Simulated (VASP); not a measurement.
The system is TlBr.

```
CELL_PARAMETERS angstrom
3.98000 0.00000 0.00000
0.00000 3.98000 0.00000
0.00000 0.00000 3.98000
ATOMIC_POSITIONS crystal
Tl 0.00000 0.00000 0.00000
Br 0.50000 0.50000 0.50000
```

| Item | Value |
| --- | --- |
| Program | VASP 6.6.1 |
| Task | relaxation of cell and atoms |
| Functional | LDA |
| Potentials or basis | VASP PAW LDA potentials, release 64 (Tl_d, Br) |
| Cutoff | 600 eV |
| k mesh | 8 × 8 × 8 |
| Occupations | gaussian, width 0.02 eV |
| Spin | no spin polarisation |

At the start: pressure -2.7 GPa; volume 31.52 Å³/atom.

Question: Where does the relaxation end?

Answer: Over 16 steps the energy falls by 29.5 meV/atom and the volume is 28.40 Å³/atom (-9.9 %); space group Pm-3m (No. 221, to 0.05 Å).

The path:
| step | energy change (eV) | largest force (eV/Å) | pressure (GPa) | volume (Å³) |
| --- | --- | --- | --- | --- |
| 1 | 0.0000 | 0.0000 | -2.69 | 63.04 |
| 2 | -0.0546 | 0.0000 | -0.89 | 58.33 |
| 3 | -0.0590 | 0.0000 | 0.05 | 56.68 |
| 4 | -0.0590 | 0.0000 | -0.04 | 56.81 |
| 5 | -0.0590 | 0.0000 | -0.04 | 56.81 |
| 6 | -0.0590 | 0.0000 | -0.05 | 56.80 |
| 7 | -0.0590 | 0.0000 | -0.03 | 56.80 |
| 8 | -0.0590 | 0.0000 | -0.03 | 56.80 |
| 9 | -0.0590 | 0.0000 | -0.03 | 56.80 |
| 10 | -0.0590 | 0.0000 | -0.03 | 56.80 |
| 11 | -0.0590 | 0.0000 | -0.03 | 56.80 |
| 12 | -0.0590 | 0.0000 | -0.04 | 56.80 |
| 13 | -0.0590 | 0.0000 | -0.04 | 56.80 |
| 14 | -0.0590 | 0.0000 | -0.04 | 56.80 |
| 15 | -0.0590 | 0.0000 | -0.05 | 56.80 |
| 16 | -0.0590 | 0.0000 | -0.02 | 56.79 |

Final structure:
```cif
data_structure
_symmetry_space_group_name_H-M 'P 1'
_symmetry_Int_Tables_number 1
_cell_length_a 3.8438
_cell_length_b 3.8438
_cell_length_c 3.8438
_cell_angle_alpha 90.000
_cell_angle_beta 90.000
_cell_angle_gamma 90.000
_cell_volume 56.79
loop_
_atom_site_label
_atom_site_type_symbol
_atom_site_fract_x
_atom_site_fract_y
_atom_site_fract_z
_atom_site_occupancy
Tl1 Tl 0.00000 0.00000 0.00000 1
Br1 Br 0.50000 0.50000 0.50000 1
```
